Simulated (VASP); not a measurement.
# SrO (Cm) in VASP: a series of runs

The runs below take SrO through single point, with PBE.

Everything below comes from runs of VASP 6.6.1. Logs are shortened: lines on timing, memory, paths and dates and some standing lists are left out, and cuts for length are marked.

## 1. The cell of the first run

The structure is monoclinic, space group Cm (No. 8). Conventional cell: a = 7.405 Å, b = 4.275 Å, c = 5.156 Å, α = 90.00°, β = 90.00°, γ = 90.00°. Sr (site symmetry m) has 5 O at 2.37 to 2.59 Å as nearest neighbours. Around Sr (site symmetry m) lie 5 O at 2.42 to 2.59 Å. O (site symmetry m) is surrounded by 5 Sr at 2.42 to 2.59 Å. O (site symmetry m) is surrounded by 5 Sr at 2.37 to 2.59 Å.

The cell comes from a database or a generator and needn't be the stable form of this composition.

## 2. Single point, PBE (all O atoms moved -0.100 Å, as atom 3 along Cartesian [0 1 0])

INCAR

```
SYSTEM = SrO
PREC = Accurate ; ENCUT = 520
EDIFF = 1E-7 ; ISMEAR = 0
SIGMA = 0.05 ; LREAL = .False.
LASPH = .True. ; NELM = 100
ALGO = Fast ; ISIF = 2
LWAVE = .False. ; LCHARG = .False.
GGA = PE ; NBANDS = 24
```

KPOINTS

```
Automatic mesh
0
Gamma
  6 6 6
  0 0 0
```

POSCAR

```
SrO
1.0
    4.2754662656      0.0000000000      0.0000000000
   -2.1377331328      3.7026623990      0.0000000000
    0.0000000000      0.0000000000      5.1555949900
Sr O
2 2
Direct
    0.3333333333      0.6666666667      0.9381277000
    0.6666666667      0.3333333333      0.4381277000
    0.3198295367      0.6396590734      0.4368723000
    0.6531628700      0.3063257401      0.9368723000
```

Potentials or basis: VASP PAW PBE potentials, release 64 (Sr_sv, O).

The run is started by

```sh
$ cat potpaw_PBE.64/Sr_sv/POTCAR potpaw_PBE.64/O/POTCAR > POTCAR
$ mpirun -np 1 vasp_std > vasp.out
```

OUTCAR:

```text
SYSTEM = SrO
   PREC = Accurate
   ENCUT = 520
   EDIFF = 1E-7
   ISMEAR = 0
   LREAL = .False.
   LASPH = .True.
   NELM = 100
   ISIF = 2
   GGA = PE

 ion  position               nearest neighbor table
   1  0.333  0.667  0.938-   4 2.37   4 2.52   4 2.52   3 2.57   3 2.59   2 3.57   2 3.57   2 3.57
                             2 3.57   2 3.57   2 3.57
   2  0.667  0.333  0.438-   3 2.42   3 2.42   3 2.57   4 2.57   4 2.59   1 3.57   1 3.57   1 3.57
                             1 3.57   1 3.57   1 3.57
   3  0.320  0.640  0.437-   2 2.42   2 2.42   2 2.57   1 2.57   1 2.59
   4  0.653  0.306  0.937-   1 2.37   1 2.52   1 2.52   2 2.57   2 2.59

  LATTYP: Found a hexagonal cell.
 ALAT       =     4.2754662656
 C/A-ratio  =     1.2058556119

  Lattice vectors:

 A1 = (   4.2754662656,   0.0000000000,   0.0000000000)
 A2 = (  -2.1377331328,   3.7026623990,   0.0000000000)
 A3 = (   0.0000000000,   0.0000000000,   5.1555949900)

Analysis of symmetry for initial positions (statically):
=====================================================================
 Subroutine PRICEL returns:
 Original cell was already a primitive cell.

 Routine SETGRP: Setting up the symmetry group for a
 hexagonal supercell.

 Subroutine GETGRP returns: Found  2 space group operations
 (whereof  2 operations were pure point group operations)
 out of a pool of 24 trial point group operations.

The static configuration has the point symmetry C_1h.

Analysis of symmetry for dynamics (positions and initial velocities):
=====================================================================
 Subroutine PRICEL returns:
 Original cell was already a primitive cell.

 Routine SETGRP: Setting up the symmetry group for a
 hexagonal supercell.

 Subroutine GETGRP returns: Found  2 space group operations
 (whereof  2 operations were pure point group operations)
 out of a pool of 24 trial point group operations.

The dynamic configuration has the point symmetry C_1h.

 Subroutine INISYM returns: Found  2 space group operations
 (whereof  2 operations are pure point group operations),
 and found     1 'primitive' translations

----------------------------------------------------------------------------------------

                                     Primitive cell

  volume of cell :      81.6162

  direct lattice vectors                    reciprocal lattice vectors
     4.275466266  0.000000000  0.000000000     0.233892618  0.135037966  0.000000000
    -2.137733133  3.702662399  0.000000000     0.000000000  0.270075932  0.000000000
     0.000000000  0.000000000  5.155594990     0.000000000  0.000000000  0.193964034

  length of vectors
     4.275466266  4.275466266  5.155594990     0.270075932  0.270075932  0.193964034

  position of ions in fractional coordinates (direct lattice)
     0.333333333  0.666666667  0.938127700
     0.666666667  0.333333333  0.438127700
     0.319829537  0.639659073  0.436872300
     0.653162870  0.306325740  0.936872300

  ion indices of the primitive-cell ions
   primitive index   ion index
                 1           1
                 2           2
                 3           3
                 4           4

----------------------------------------------------------------------------------------

 KPOINTS: Automatic mesh

Automatic generation of k-mesh.
 Grid dimensions read from file:
 generate k-points for:    6    6    6

 Generating k-lattice:

  Cartesian coordinates                     Fractional coordinates (reciprocal lattice)
     0.038982103  0.022506328  0.000000000     0.166666667  0.000000000  0.000000000
     0.000000000  0.045012655  0.000000000     0.000000000  0.166666667  0.000000000
     0.000000000  0.000000000  0.032327339     0.000000000  0.000000000  0.166666667

  Length of vectors
     0.045012655  0.045012655  0.032327339

  Shift w.r.t. Gamma in fractional coordinates (k-lattice)
     0.000000000  0.000000000  0.000000000

 Subroutine IBZKPT returns following result:
 ===========================================

 Found     68 irreducible k-points:

 Following reciprocal coordinates:
            Coordinates               Weight
  0.000000  0.000000  0.000000      1.000000
  0.166667  0.000000  0.000000      4.000000
  0.000000  0.166667  0.000000      2.000000
  0.333333  0.000000  0.000000      4.000000
  0.000000  0.333333  0.000000      2.000000
  0.500000  0.000000  0.000000      2.000000
[... 16 lines left out ...]
  0.500000  0.000000  0.166667      4.000000
  0.000000  0.500000  0.166667      2.000000
 [... further k-points ...]
   k-points           NKPTS =     68   k-points in BZ     NKDIM =     68   number of bands    NBANDS=     24
   number of dos      NEDOS =    301   number of ions     NIONS =      4
   total plane-waves  NPLWV =  40960
   dimension x,y,z NGX =    32 NGY =   32 NGZ =   40
   dimension x,y,z NGXF=    64 NGYF=   64 NGZF=   80
   ions per type =               2   2
   NGX,Y,Z   is equivalent  to a cutoff of  12.44, 12.44, 12.90 a.u.
   NGXF,Y,Z  is equivalent  to a cutoff of  24.89, 24.89, 25.80 a.u.
 SYSTEM =  SrO
   PREC   = accura    normal or accurate (medium, high low for compatibility)
   ISTART =      0    job   : 0-new  1-cont  2-samecut
   ICHARG =      2    charge: 1-file 2-atom 10-const
   ISPIN  =      1    spin polarized calculation?
   LNONCOLLINEAR =      F non collinear calculations
   LSORBIT =      F    spin-orbit coupling
   LASPH  =      T    aspherical Exc in radial PAW
   ENCUT  =  520.0 eV  38.22 Ry    6.18 a.u.   7.95  7.95  9.59*2*pi/ulx,y,z
   NELM   =    100;   NELMIN=  2; NELMDL= -5     # of ELM steps
   EDIFF  = 0.1E-06   stopping-criterion for ELM
   LREAL  =      F    real-space projection
   EDIFFG = 0.1E-05   stopping-criterion for IOM
   NSW    =      0    number of steps for IOM
   IBRION =     -1    ionic relax: 0-MD 1-quasi-New 2-CG
   NFREE  =      0    steps in history (QN), initial steepest desc. (CG)
   ISIF   =      2    stress and relaxation
   ISYM   =      2    0-nonsym 1-usesym 2-fastsym
   POTIM  = 0.5000    time-step for ionic-motion
   TEBEG  =    0.0;   TEEND  =   0.0 temperature during run
   PSTRESS=    0.0 pullay stress
   NELECT =      32.0000    total number of electrons
   NUPDOWN=      -1.0000    fix difference up-down
   EMIN   =  10.00;   EMAX   =-10.00  energy-range for DOS
   EFERMI =   0.00;   METHOD = LEGACY
   ISMEAR =     0;   SIGMA  =   0.05  broadening in eV -4-tet -1-fermi 0-gaus
   EFERMI_NEDOS =   21; number of points for ismear=-14 and -15
   IALGO  =     68    algorithm
   IMIX   =      4    mixing-type and parameters
     AMIX     =   0.40;   BMIX     =  1.00
     AMIX_MAG =   1.60;   BMIX_MAG =  1.00
  volume/ion in A,a.u.               =      20.40       137.69
  Fermi-wavevector in a.u.,A,eV,Ry     =   1.198209  2.264287 19.533960  1.435706
  Thomas-Fermi vector in A             =   2.334104
   LORBIT       =      0    0 simple, 1 ext, 2 COOP (PROOUT), +10 PAW based schemes
   GGA     = PE    functional components
   LHFCALC =     F    Hartree Fock is set to
   AEXX    =    0.0000 exact exchange contribution
   IVDW    =     0    specifies the selected vdW correction
   LEPSILON=     F    determine dielectric tensor
   LRPA    =     F    only Hartree local field effects (RPA)
 non-spin polarized calculation
 RMM-DIIS sequential band-by-band and
 Gauss-broadening in eV      SIGMA  =   0.05
  energy-cutoff  :      520.00
  volume of cell :       81.62
 maximum number of plane-waves:      2220
   NGX = 15   NGY = 15   NGZ = 19

 number of electron      32.0000006 magnetization

 Free energy of the ion-electron system (eV)
  ---------------------------------------------------
  ext. energy  EPLUGINS =         0.00000000
  ---------------------------------------------------
  free energy    TOTEN  =       -23.84912382 eV

  energy without entropy =      -23.84912382  energy(sigma->0) =      -23.84912382

 E-fermi :   0.9567     XC(G=0):  -8.9379

 val. band max:        0.7372638601   @ k =   0.0000   0.0000   0.0000
 cond. band min:       3.3811110504   @ k =   0.0000   0.0000   0.0000
 fundamental gap:      2.6438471903
 Fermi energy:         0.9566777469

 k-point     1 :       0.0000    0.0000    0.0000
  band No.  band energies     occupation
      1     -31.6528      2.00000
      2     -31.4876      2.00000
      3     -14.3710      2.00000
      4     -14.2998      2.00000
      5     -14.1821      2.00000
      6     -13.7935      2.00000
[... 16 lines left out ...]
     23       9.3609      0.00000
     24       9.6250      0.00000

 k-point     2 :       0.1667    0.0000    0.0000
  band No.  band energies     occupation
      1     -31.6387      2.00000
      2     -31.4929      2.00000
      3     -14.7862      2.00000
      4     -14.6827      2.00000
      5     -14.1293      2.00000
      6     -13.8368      2.00000
[... 16 lines left out ...]
     23       9.1217      0.00000
     24       9.3430      0.00000

 k-point     3 :       0.0000    0.1667    0.0000
  band No.  band energies     occupation
      1     -31.6387      2.00000
      2     -31.4929      2.00000
      3     -14.7991      2.00000
      4     -14.6602      2.00000
      5     -14.1292      2.00000
      6     -13.8301      2.00000
[... 16 lines left out ...]
     23       9.2218      0.00000
     24       9.2443      0.00000
[... 514 lines left out ...]
 k-point    23 :       0.5000    0.0000    0.1667
  band No.  band energies     occupation
      1     -31.5760      2.00000
      2     -31.5283      2.00000
      3     -15.5153      2.00000
      4     -15.3955      2.00000
      5     -13.9095      2.00000
      6     -13.7509      2.00000
[... 16 lines left out ...]
     23       9.3477      0.00000
     24       9.7628      0.00000

 k-point    24 :       0.0000    0.5000    0.1667
  band No.  band energies     occupation
      1     -31.5759      2.00000
      2     -31.5285      2.00000
      3     -15.5434      2.00000
      4     -15.3491      2.00000
      5     -13.8993      2.00000
      6     -13.7516      2.00000
[... 16 lines left out ...]
     23       9.3313      0.00000
     24       9.7648      0.00000

 [... further k-points ...]

------------------------ aborting loop because EDIFF is reached ----------------------------------------

  FORCE on cell =-STRESS in cart. coord.  units (eV):
  Direction    XX          YY          ZZ          XY          YZ          ZX
  --------------------------------------------------------------------------------------
  -------------------------------------------------------------------------------------
  Total        0.8249305      0.9338041      0.7638214      0.0000000     -0.0065320      0.0000000
  in kB       16.1939037     18.3311601     14.9942940      0.0000000     -0.1282280      0.0000000
  external PRESSURE =      16.5064526 kB  Pullay stress =       0.0000000 kB

 VOLUME and BASIS-vectors are now :
 -----------------------------------------------------------------------------
  energy-cutoff  :      520.00
  volume of cell :       81.62
      direct lattice vectors                 reciprocal lattice vectors
     4.275466266  0.000000000  0.000000000     0.233892618  0.135037966  0.000000000
    -2.137733133  3.702662399  0.000000000     0.000000000  0.270075932  0.000000000
     0.000000000  0.000000000  5.155594990     0.000000000  0.000000000  0.193964034

 POSITION                                       TOTAL-FORCE (eV/Angst)
 -----------------------------------------------------------------------------------
     -0.00000      2.46844      4.83661         0.000000     -0.560678     -0.013560
      2.13773      1.23422      2.25881        -0.000000     -0.443897     -0.013579
      0.00000      2.36844      2.25234        -0.000000      0.450997      0.013632
      2.13773      1.13422      4.83013         0.000000      0.553579      0.013507
 -----------------------------------------------------------------------------------
    total drift:                                0.000000     -0.000091      0.000290

  FREE ENERGIE OF THE ION-ELECTRON SYSTEM (eV)
  ---------------------------------------------------
  free  energy   TOTEN  =       -23.8491238214 eV

  energy  without entropy=      -23.8491238214  energy(sigma->0) =      -23.84912382
```

It took 2.9 min on 1 thread of Intel Xeon Platinum 8488C (Sapphire Rapids), shared host; peak memory 0.26 GiB.

What came out:

| Property | Result |
| --- | --- |
| Free energy | -23.8491 eV |
| Pressure | 1.7 GPa |
| Largest force | 0.561 eV/Å |
| Band gap on the k mesh | 2.64 eV, direct |

Forces in eV/Å, atoms in the order of the input:
```
Sr   0.000 -0.561 -0.014
Sr   0.000 -0.444 -0.014
O    0.000  0.451  0.014
O    0.000  0.554  0.014
```

Stress tensor (GPa, compression positive):
```
 1.62  0.00  0.00
 0.00  1.83 -0.01
 0.00 -0.01  1.50
```

Levels at points of the mesh, in eV from the valence-band top:
| k point | band 12 | band 13 | band 14 | band 15 | band 16 | band 17 | band 18 | band 19 | band 20 | band 21 |
| --- | --- | --- | --- | --- | --- | --- | --- | --- | --- | --- |
| (0.00, 0.00, 0.00) | -1.03 | -0.84 | -0.84 | -0.32 | 0.00 | 2.64 | 6.14 | 6.18 | 7.09 | 8.05 |
| (0.50, 0.00, 0.00) | -0.84 | -0.36 | -0.35 | -0.32 | -0.25 | 4.32 | 4.77 | 5.21 | 7.14 | 8.07 |
| (0.00, 0.50, 0.00) | -0.84 | -0.39 | -0.34 | -0.29 | -0.24 | 4.29 | 4.88 | 5.08 | 7.16 | 8.08 |
| (0.00, 0.00, 0.50) | -1.22 | -1.11 | -1.09 | -1.00 | -1.00 | 4.34 | 4.34 | 7.78 | 7.78 | 7.90 |
| (0.50, 0.00, 0.50) | -1.58 | -0.87 | -0.87 | -0.41 | -0.41 | 4.78 | 5.13 | 7.34 | 7.42 | 8.13 |
| (0.00, 0.50, 0.50) | -1.55 | -0.87 | -0.86 | -0.41 | -0.40 | 4.59 | 5.29 | 7.32 | 7.47 | 8.10 |

A k mesh can miss the band edges.

(Continued in part 2 of 2.)
